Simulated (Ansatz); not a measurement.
Skutterudite CoSb₃, treated with LDA in Ansatz (plane waves, PAW).

Run with plane-wave cutoff 520 eV, 6×6×6 k mesh, Fermi–Dirac smearing 0.01 eV, no spin polarisation, scalar-relativistic PAW data made under PBE.

Shape and atoms are relaxed at each volume.

Pressure at four volumes; x = ln(V/22.144 Å³). One pressure is withheld.

| V (Å³/atom) | x | P (GPa) |
|---|---|---|
| 21.258 | -0.0408 | ? |
| 21.701 | -0.0202 | 2.18 |
| 22.144 | 0.0000 | 0.00 |
| 23.030 | 0.0392 | -3.67 |

Problem. Pass a parabola P(x) through the three rows shown, estimate the bulk modulus and its pressure derivative near zero pressure, and predict the withheld pressure.

Solution. Slopes between the rows: (0.00 − (2.18))/(0.0000 − (-0.0202)) = -107.92 and (-3.67 − (0.00))/(0.0392 − (0.0000)) = -93.62 GPa. Their difference over the span 0.0594 is c = 14.30/0.0594 = 240.7 GPa, so P(x) = 2.18 + (-107.92)(x − (-0.0202)) + 240.7 (x − (-0.0202))(x − (0.0000)). At the middle row B = −dP/dx = −[-107.92 + 240.7 × 0.0202] = 103.1 GPa, and B′ = dB/dP = 2c/B = 4.7. At x = -0.0408 the parabola gives 4.61 GPa; the run gives 4.63 GPa. The Birch–Murnaghan fit to the energies at all volumes has B0 = 103 GPa and B′ = 4.8.

Measured, for comparison: bulk modulus 95 ± 5 GPa (room temperature, not corrected to a static lattice, our sources range from 85.0 to 95.0; as tabulated in Alexeev et al. (2016), arXiv:1601.07731). Computed (rounded) less measured: bulk modulus +8 % (+8 % to +21 % over the range). A static lattice is as a rule a little smaller and stiffer than an uncorrected measurement, which narrows the difference in the bulk modulus and would widen misses of the other sign.

Note: the bulk modulus comes from volumes at which shape and atoms were relaxed.

Spin–orbit coupling is not included.

Ansatz is a first-principles code.
